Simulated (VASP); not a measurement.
Set up this calculation in VASP 6.6.1, as the native input.

```
Task                   : relaxation of the atoms
Functional             : PBE
Potentials or basis    : VASP PAW PBE potentials, release 64 (Al)
Cutoff                 : 520 eV
k mesh                 : 15 × 15 × 1
Occupations            : methfessel-paxton, width 0.1 eV
Spin                   : no spin polarisation
Dipole correction      : yes
Further INCAR settings : ALGO = Normal; EDIFF = 1e-07; IBRION = 2; EDIFFG = -0.02; NSW = 80
```

The structure of Al lies in POSCAR:

```
Al
1.0
    1.4602435473      2.5292160153      0.0000000000
   -2.9204870946      0.0000000000      0.0000000000
    0.0000000000      0.0000000000     29.3328597884
Al
4
Direct
    0.6666666667      0.3333333333      0.5468480259
    0.3333333333      0.6666666667      0.6247759660
    0.0000000000      1.0000000000      0.7040937731
    0.6666666667      0.3333333333      0.7831191949
```

The cell was built by a generator and needn't be a form met in nature.

The input as run:

INCAR

```
SYSTEM = Al
PREC = Accurate
ENCUT = 520
EDIFF = 1E-7
ISMEAR = 1
SIGMA = 0.1
LREAL = .FALSE.
LASPH = .TRUE.
NELM = 100
ALGO = Normal
ISIF = 2
LWAVE = .FALSE.
LCHARG = .FALSE.
LDIPOL = .TRUE.
IDIPOL = 3
DIPOL = 0.5 0.5 0.665
GGA = PE
IBRION = 2
NSW = 80
EDIFFG = -0.02
```

KPOINTS

```
Automatic mesh
0
G
  15 15 1
  0 0 0
```

Potentials or basis: VASP PAW PBE potentials, release 64 (Al).

Command:

```bash
$ cat potpaw_PBE.64/Al/POTCAR > POTCAR
$ mpirun -np 1 vasp_std > vasp.out
```

Results of the run:

```yaml
Energy_gained_by_relaxing: 1.7 meV/atom
Ionic_steps: 9
Largest_force_after_relaxing: 0.006 eV/Å
Band_gap_on_the_k_mesh: none (metal or under the smearing width)
```

It took 6.9 min on 1 thread of Intel(R) Xeon(R) Platinum 8259CL CPU @ 2.50GHz (Skylake/Cascade Lake), on a shared host, peak memory 0.37 GiB.
